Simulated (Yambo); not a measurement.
Input of a Yambo 5.3.0 run:

File bse5.in:

```
optics
bse
bss
rim_cut
em1s
RandQpts= 1000000
RandGvec= 50 RL
Chimod= "HARTREE"
% BndsRnXs
 1 | 40 |
%
NGsBlkXs= 3 Ry
% LongDrXs
 1 | 0 | 0 |
%
BSKmod= "SEX"
BSEmod= "retarded"
BSSmod= "h"
% BSEQptR
 1 | 1 |
%
% BSEBands
 13 | 18 |
%
BSENGexx= 20 Ry
BSENGBlk= 3 Ry
% BEnRange
 0 | 20 | eV
%
% BDmRange
 0.1 | 0.1 | eV
%
BEnSteps= 200
% BLongDir
 1 | 0 | 0 |
%
BSEprop= "abs"
BSHayTrs= -0.02
```

scf.in

```
&CONTROL
  calculation = 'scf'
  prefix = 'pwscf'
  outdir = './tmp'
  pseudo_dir = './pseudo'
/
&SYSTEM
  ibrav = 0
  nat = 2
  ntyp = 2
  ecutwfc = 80
  nbnd = 22
  occupations = 'smearing'
  smearing = 'fd'
  degauss = 0.00367493
  force_symmorphic = .true.
/
&ELECTRONS
  conv_thr = 4d-10
  electron_maxstep = 120
  mixing_beta = 0.5
/
ATOMIC_SPECIES
Pb   207.2000 Pb.upf
Te   127.6000 Te.upf
CELL_PARAMETERS angstrom
   0.0000000000    3.2310000000    3.2310000000
   3.2310000000    0.0000000000    3.2310000000
   3.2310000000    3.2310000000    0.0000000000
ATOMIC_POSITIONS crystal
Pb     0.0000000000    0.0000000000    0.0000000000
Te     0.5000000000    0.5000000000    0.5000000000
K_POINTS automatic
10 10 10 0 0 0
```

nscf.in

```
&CONTROL
  calculation = 'nscf'
  prefix = 'pwscf'
  outdir = './tmp'
  pseudo_dir = './pseudo'
/
&SYSTEM
  ibrav = 0
  nat = 2
  ntyp = 2
  ecutwfc = 80
  nbnd = 45
  occupations = 'fixed'
  force_symmorphic = .true.
/
&ELECTRONS
  conv_thr = 1d-08
  diago_full_acc = .true.
  diago_thr_init = 1d-06
/
ATOMIC_SPECIES
Pb   207.2000 Pb.upf
Te   127.6000 Te.upf
CELL_PARAMETERS angstrom
   0.0000000000    3.2310000000    3.2310000000
   3.2310000000    0.0000000000    3.2310000000
   3.2310000000    3.2310000000    0.0000000000
ATOMIC_POSITIONS crystal
Pb     0.0000000000    0.0000000000    0.0000000000
Te     0.5000000000    0.5000000000    0.5000000000
K_POINTS automatic
10 10 10 0 0 0
```

Potentials or basis: PseudoDojo 0.4.1 SR PBEsol standard.

Command:

```sh
$ OMP_NUM_THREADS=1 pw.x -in scf.in > scf.out
$ OMP_NUM_THREADS=1 pw.x -in nscf.in > nscf.out
$ cd tmp/pwscf.save; p2y; mv SAVE ../..; cd ../..
$ OMP_NUM_THREADS=1 yambo
$ mkdir -p bse5; ln -s $PWD/bse4/ndb.RIM bse5/
$ OMP_NUM_THREADS=1 yambo -F bse5.in -J bse5 -C bse5_out
```

**Question.** Estimate the absorption peak.

**Answer.** 1.81 eV.

**Question.** Estimate the band gap on the k mesh, mean-field level.

**Answer.** 0.67 eV, direct.

Dielectric function (along the field direction of the input):
```
energy (eV)  real part  imaginary part
       0.30      33.98            0.80
       0.90      45.32            5.08
       1.61      48.18           88.82
       2.31     -26.88           23.04
       3.02     -13.28            8.38
       3.62      -8.66            4.30
       4.32      -4.50            2.30
       5.03      -2.46            1.85
       5.73      -2.12            4.31
       6.33      -3.64            1.37
       7.04      -2.52            1.32
       7.74      -1.95            0.29
       8.44      -1.31            0.19
       9.05      -0.96            0.09
       9.75      -0.64            0.06
      10.45      -0.37            0.03
      11.16      -0.17            0.02
      11.76      -0.04            0.02
      12.46       0.09            0.02
      13.17       0.19            0.01
      13.87       0.28            0.01
      14.47       0.34            0.01
      15.18       0.40            0.01
      15.88       0.46            0.01
      16.58       0.50            0.01
      17.19       0.54            0.01
      17.89       0.58            0.00
      18.59       0.61            0.00
      19.30       0.64            0.00
      20.00       0.66            0.00
```

Caveat: the transitions start from uncorrected Kohn-Sham levels, so peaks lie too low; exciton energies and binding change strongly with the k mesh and aren't converged on this one; spin-orbit coupling is left out, which as a rule narrows the gap of such compounds by several tenths of an eV; the mesh is thin for optics, so peaks and dielectric constants aren't converged.

**Measured values to compare with.**

From a printed reference work, monograph, for a bulk crystal of TePb at 4.2 K: band gap 0.19 eV (direct).

Against the measured gap of TePb, 0.19 eV (direct; 4.2 K; a printed reference work, monograph), the calculated 0.67 eV is off by +0.48 eV. Spin-orbit coupling on Pb, Te is left out. The value is that of PBEsol on a finite k mesh, which can miss the band edges, without temperature or zero-point motion.
